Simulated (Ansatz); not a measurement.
**CaF$_{2}$: the gap against volume**

CaF$_{2}$, Fm-3m, a = 5.439 Å. Ansatz: r2SCAN, PAW, 500 eV, Γ-centred 8×8×8 mesh on 3 atoms, Gaussian smearing 0.02 eV; no spin polarisation. Symmetry fixes shape and atoms, so the cell is only scaled; x = ln(V/V0) with V0 = 13.408 Å³/atom. The gap is read at the mesh points alone.

| x | gap y (eV) |
| --- | --- |
| -0.1278 | 8.840 |
| -0.0943 | 8.621 |
| -0.0619 | 8.414 |
| -0.0305 | 8.218 |
| 0.0000 | 8.033 |
| 0.0296 | ? |
| 0.0583 | 7.690 |
| 0.0953 | 7.481 |

Fit a straight line to the other rows, give the volume deformation potential of the gap and its pressure coefficient, and predict the missing gap. B0 = 89.5 GPa.

Means x = -0.02299, y = 8.1853; Σ(Δx)² = 0.03877, ΣΔxΔy = -0.2359; the slope is their ratio. y = 8.0454 − 6.0849 x. The slope is the deformation potential a = dE_g/d ln V = -6.08 eV, and dE_g/dP = −a/B0 = 68.0 meV/GPa. At x = 0.0296 the fit asked for gives 7.865 eV. The run gave 7.857 eV, so the fit is 0.008 eV too high, within the rms miss on the fitted rows (0.011 eV).

Semilocal functionals give gaps under the measured ones; changes of the gap mostly carry over better.